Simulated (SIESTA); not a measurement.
The system is Pb.

```xyz
1
Lattice="0.0000 2.4750 2.4750 2.4750 0.0000 2.4750 2.4750 2.4750 0.0000" Properties=species:S:1:pos:R:3 pbc="T T T"
Pb    0.0000    0.0000    0.0000
```

Base run:

- Program: SIESTA 5.4.2
- Functional: PBE
- Potentials or basis: PseudoDojo 0.4 standard (PBE files)
- Basis: DZP (energy shift 0.003 Ry; two zetas on semicore shells)
- Grid cutoff: 500 Ry
- Energy shift: 0.003 Ry
- k mesh: 9 × 9 × 9
- Occupations: fermi-dirac, width 0.05 eV
- Spin: no spin polarisation

Its results: band gap on the k mesh none (metal or under the smearing width); pressure 2.8 GPa.

Q: The run is repeated on the same cell with these changes: functional from PBE to LDA; potentials or basis from PseudoDojo 0.4 standard (PBE files) to PseudoDojo 0.4 standard (LDA files). What comes out?

A: Band gap on the k mesh none (metal or under the smearing width); pressure -1.6 GPa.

Caveats: the basis of atomic orbitals isn't converged, which shifts pressures, moduli and gaps.

Not every run made on this cell is shown here.
